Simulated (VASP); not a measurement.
# PbS (Galena) (Fm-3m) in VASP: notebook

The runs below take PbS (Galena) through single point, with PBEsol.

Program: VASP 6.6.1. These are calculated values, not measurements. Logs are shortened: lines on timing, memory, paths and dates and some standing lists are left out, and cuts for length are marked.

## (1) The crystal as given

The structure is cubic, space group Fm-3m (No. 225). Conventional cell: a = 5.931 Å, b = 5.931 Å, c = 5.931 Å, α = 90.00°, β = 90.00°, γ = 90.00°. Pb (site symmetry m-3m) has 6 S at 2.97 Å as nearest neighbours. S (site symmetry m-3m) has 6 Pb at 2.97 Å as nearest neighbours.

## (2) Single point, PBEsol

Contents of INCAR:

```
SYSTEM = PbS
  PREC = Accurate
  ENCUT = 400
  EDIFF = 1E-7
  ISMEAR = 0
  SIGMA = 0.5
  LREAL = .False.
  LASPH = .True.
  NELM = 100
  ALGO = Normal
  ISIF = 2
  LWAVE = .False.
  LCHARG = .False.
  GGA = PS
  ADDGRID = .False.
```

Contents of KPOINTS:

```
Automatic mesh
0
Gamma
  4 4 4
  0 0 0
```

Contents of POSCAR:

```
PbS
1.0
    0.0000000000      2.9657500000      2.9657500000
    2.9657500000      0.0000000000      2.9657500000
    2.9657500000      2.9657500000      0.0000000000
Pb S
1 1
Direct
    0.0000000000      0.0000000000      0.0000000000
    0.5000000000      0.5000000000      0.5000000000
```

Potentials or basis: VASP PAW PBE potentials, release 64 (Pb_d, S).

Launch:

```console
$ cat potpaw_PBE.64/Pb_d/POTCAR potpaw_PBE.64/S/POTCAR > POTCAR
$ mpirun -np 1 vasp_std > vasp.out
```

OUTCAR:

```text
SYSTEM = PbS
   PREC = Accurate
   ENCUT = 400
   EDIFF = 1E-7
   ISMEAR = 0
   LREAL = .False.
   LASPH = .True.
   NELM = 100
   ISIF = 2
   GGA = PS

 Found      8 irreducible k-points:

 Following reciprocal coordinates:
            Coordinates               Weight
  0.000000  0.000000  0.000000      1.000000
  0.250000  0.000000  0.000000      8.000000
  0.500000  0.000000  0.000000      4.000000
  0.250000  0.250000  0.000000      6.000000
  0.500000  0.250000  0.000000     24.000000
 -0.250000  0.250000  0.000000     12.000000
   k-points           NKPTS =      8   k-points in BZ     NKDIM =      8   number of bands    NBANDS=     14
   number of dos      NEDOS =    301   number of ions     NIONS =      2
   total plane-waves  NPLWV =  21952
   dimension x,y,z NGX =    28 NGY =   28 NGZ =   28
   dimension x,y,z NGXF=    56 NGYF=   56 NGZF=   56
   ions per type =               1   1
   NGX,Y,Z   is equivalent  to a cutoff of  11.10, 11.10, 11.10 a.u.
   NGXF,Y,Z  is equivalent  to a cutoff of  22.20, 22.20, 22.20 a.u.
 SYSTEM =  PbS
   PREC   = accura    normal or accurate (medium, high low for compatibility)
   ISTART =      0    job   : 0-new  1-cont  2-samecut
   ICHARG =      2    charge: 1-file 2-atom 10-const
   ISPIN  =      1    spin polarized calculation?
   LNONCOLLINEAR =      F non collinear calculations
   LSORBIT =      F    spin-orbit coupling
   LASPH  =      T    aspherical Exc in radial PAW
   ENCUT  =  400.0 eV  29.40 Ry    5.42 a.u.   6.84  6.84  6.84*2*pi/ulx,y,z
   NELM   =    100;   NELMIN=  2; NELMDL= -5     # of ELM steps
   EDIFF  = 0.1E-06   stopping-criterion for ELM
   LREAL  =      F    real-space projection
   EDIFFG = 0.1E-05   stopping-criterion for IOM
   NSW    =      0    number of steps for IOM
   IBRION =     -1    ionic relax: 0-MD 1-quasi-New 2-CG
   NFREE  =      0    steps in history (QN), initial steepest desc. (CG)
   ISIF   =      2    stress and relaxation
   ISYM   =      2    0-nonsym 1-usesym 2-fastsym
   POTIM  = 0.5000    time-step for ionic-motion
   TEBEG  =    0.0;   TEEND  =   0.0 temperature during run
   PSTRESS=    0.0 pullay stress
   NELECT =      20.0000    total number of electrons
   NUPDOWN=      -1.0000    fix difference up-down
   EMIN   =  10.00;   EMAX   =-10.00  energy-range for DOS
   EFERMI =   0.00;   METHOD = LEGACY
   ISMEAR =     0;   SIGMA  =   0.50  broadening in eV -4-tet -1-fermi 0-gaus
   EFERMI_NEDOS =   21; number of points for ismear=-14 and -15
   IALGO  =     38    algorithm
   IMIX   =      4    mixing-type and parameters
     AMIX     =   0.40;   BMIX     =  1.00
     AMIX_MAG =   1.60;   BMIX_MAG =  1.00
  volume/ion in A,a.u.               =      26.09       176.04
  Fermi-wavevector in a.u.,A,eV,Ry     =   1.189251  2.247359 19.242973  1.414319
  Thomas-Fermi vector in A             =   2.325363
   LORBIT       =      0    0 simple, 1 ext, 2 COOP (PROOUT), +10 PAW based schemes
   GGA     = PS    functional components
   LHFCALC =     F    Hartree Fock is set to
   AEXX    =    0.0000 exact exchange contribution
   IVDW    =     0    specifies the selected vdW correction
   LEPSILON=     F    determine dielectric tensor
   LRPA    =     F    only Hartree local field effects (RPA)
 non-spin polarized calculation
 Gauss-broadening in eV      SIGMA  =   0.50
  energy-cutoff  :      400.00
  volume of cell :       52.17
 maximum number of plane-waves:       960
   NGX = 13   NGY = 13   NGZ = 13

 number of electron      19.9999993 magnetization

 Free energy of the ion-electron system (eV)
  ---------------------------------------------------
  ext. energy  EPLUGINS =         0.00000000
  ---------------------------------------------------
  free energy    TOTEN  =        -9.46314475 eV

  energy without entropy =       -9.42867347  energy(sigma->0) =       -9.44590911

 E-fermi :   5.8016     XC(G=0):  -9.8984

 val. band max:        5.6629114764   @ k =   0.5000   0.0000   0.0000
 cond. band min:       5.9302794853   @ k =   0.5000   0.0000   0.0000
 fundamental gap:      0.2673680089
 Fermi energy:         5.8015864586

 k-point     1 :       0.0000    0.0000    0.0000
  band No.  band energies     occupation
      1     -11.0644      2.00000
      2     -11.0644      2.00000
      3     -11.0644      2.00000
      4     -11.0526      2.00000
      5     -11.0526      2.00000
      6      -7.9421      2.00000
      7      -0.3877      2.00000
      8       3.4897      2.00000
      9       3.4897      2.00000
     10       3.4897      2.00000
     11      10.8411      0.00000
     12      10.8411      0.00000
     13      10.8411      0.00000
     14      12.3217      0.00000

 k-point     2 :       0.2500    0.0000    0.0000
  band No.  band energies     occupation
      1     -11.0709      2.00000
      2     -11.0709      2.00000
      3     -11.0624      2.00000
      4     -11.0383      2.00000
      5     -11.0382      2.00000
      6      -7.4336      2.00000
      7      -1.8172      2.00000
      8       3.6505      2.00000
      9       3.6505      2.00000
     10       4.4816      1.99981
     11       7.9481      0.00000
     12       8.8383      0.00000
     13       8.8383      0.00000
     14      12.3964      0.00000

 k-point     3 :       0.5000    0.0000    0.0000
  band No.  band energies     occupation
      1     -11.0860      2.00000
      2     -11.0860      2.00000
      3     -11.0615      2.00000
      4     -11.0152      2.00000
      5     -11.0152      2.00000
      6      -6.6819      2.00000
      7      -3.2177      2.00000
      8       3.8838      2.00000
      9       3.8838      2.00000
     10       5.6629      1.30511
     11       5.9303      0.71586
     12       7.5764      0.00000
     13       7.5764      0.00000
     14      14.1591      0.00000

 k-point     4 :       0.2500    0.2500    0.0000
  band No.  band energies     occupation
      1     -11.1130      2.00000
      2     -11.0776      2.00000
      3     -11.0392      2.00000
      4     -11.0339      2.00000
      5     -11.0339      2.00000
      6      -7.2408      2.00000
      7      -1.5814      2.00000
      8       2.8167      2.00000
      9       2.8167      2.00000
     10       3.9215      2.00000
     11       8.0486      0.00000
     12      10.2836      0.00000
     13      10.5431      0.00000
     14      10.5431      0.00000

 k-point     5 :       0.5000    0.2500    0.0000
  band No.  band energies     occupation
      1     -11.1449      2.00000
      2     -11.0661      2.00000
      3     -11.0540      2.00000
      4     -11.0247      2.00000
      5     -11.0107      2.00000
      6      -6.4806      2.00000
      7      -2.5430      2.00000
      8       1.8628      2.00000
      9       2.8662      2.00000
     10       3.4224      2.00000
     11       8.4453      0.00000
     12       9.4460      0.00000
     13       9.9134      0.00000
     14      11.8908      0.00000

 k-point     6 :      -0.2500    0.2500    0.0000
  band No.  band energies     occupation
      1     -11.1023      2.00000
      2     -11.0694      2.00000
      3     -11.0499      2.00000
      4     -11.0329      2.00000
      5     -11.0315      2.00000
      6      -6.7502      2.00000
      7      -2.5572      2.00000
      8       1.9240      2.00000
      9       3.7587      2.00000
     10       4.8455      1.99315
     11       7.0321      0.00050
     12       8.0602      0.00000
     13       9.8535      0.00000
     14      13.8921      0.00000

 [... further k-points ...]
[... 5 lines left out ...]
  --------------------------------------------------------------------------------------
  -------------------------------------------------------------------------------------
  Total       -0.4178538     -0.4178538     -0.4178538     -0.0000000      0.0000000     -0.0000000
  in kB      -12.8322068    -12.8322068    -12.8322068     -0.0000000      0.0000000     -0.0000000
  external PRESSURE =     -12.8322068 kB  Pullay stress =       0.0000000 kB

 VOLUME and BASIS-vectors are now :
 -----------------------------------------------------------------------------
  energy-cutoff  :      400.00
  volume of cell :       52.17
      direct lattice vectors                 reciprocal lattice vectors
     0.000000000  2.965750000  2.965750000    -0.168591419  0.168591419  0.168591419
     2.965750000  0.000000000  2.965750000     0.168591419 -0.168591419  0.168591419
     2.965750000  2.965750000  0.000000000     0.168591419  0.168591419 -0.168591419

 POSITION                                       TOTAL-FORCE (eV/Angst)
 -----------------------------------------------------------------------------------
      0.00000      0.00000      0.00000        -0.000000      0.000000     -0.000000
      2.96575      2.96575      2.96575         0.000000     -0.000000      0.000000
 -----------------------------------------------------------------------------------
    total drift:                                0.000000      0.000000      0.000000

  FREE ENERGIE OF THE ION-ELECTRON SYSTEM (eV)
  ---------------------------------------------------
  free  energy   TOTEN  =        -9.4631447518 eV

  energy  without entropy=       -9.4286734727  energy(sigma->0) =       -9.44590911
```

Wall time 3.3 s (1 thread of Intel Xeon 6975P-C (Granite Rapids), shared host); peak memory 0.15 GiB.

The run converged, but some of its settings lie outside the range that counts as converged, so its numbers aren't taken as properties of the crystal.

What came out:

| Quantity | Value |
| --- | --- |
| Free energy | -9.4631 eV |
| Pressure | -1.3 GPa |
| Band gap on the k mesh | 0.27 eV, direct |

Caveat: the k mesh is coarse (spacing up to 0.46 Å⁻¹), so the values aren't converged; the PAW data sets were made with another functional, which shifts forces and pressure a little; spin-orbit coupling is left out, which as a rule narrows the gap of such compounds by several tenths of an eV.

## (3) Single point, PBEsol

Edit INCAR of step 2 so:

```diff
@@ -5,3 +5,3 @@
   ISMEAR = 0
-  SIGMA = 0.5
+  SIGMA = 0.2
   LREAL = .False.
```

KPOINTS is that of step 2.

POSCAR is that of step 2.

Potentials or basis: VASP PAW PBE potentials, release 64 (Pb_d, S).

Launch:

```console
$ cat potpaw_PBE.64/Pb_d/POTCAR potpaw_PBE.64/S/POTCAR > POTCAR
$ mpirun -np 1 vasp_std > vasp.out
```

Run time: 3.5 s. Hardware: 1 thread of Intel Xeon 6975P-C (Granite Rapids), shared host; peak memory 0.15 GiB.

These settings aren't checked as converged: the numbers below hold their error.

Results:

- Free energy: -9.4451 eV
- Pressure: -1.0 GPa
- Band gap on the k mesh: 0.26 eV, direct

Caveat: the k mesh is coarse (spacing up to 0.46 Å⁻¹), so the values aren't converged; the PAW data sets were made with another functional, which shifts forces and pressure a little; spin-orbit coupling is left out, which as a rule narrows the gap of such compounds by several tenths of an eV.
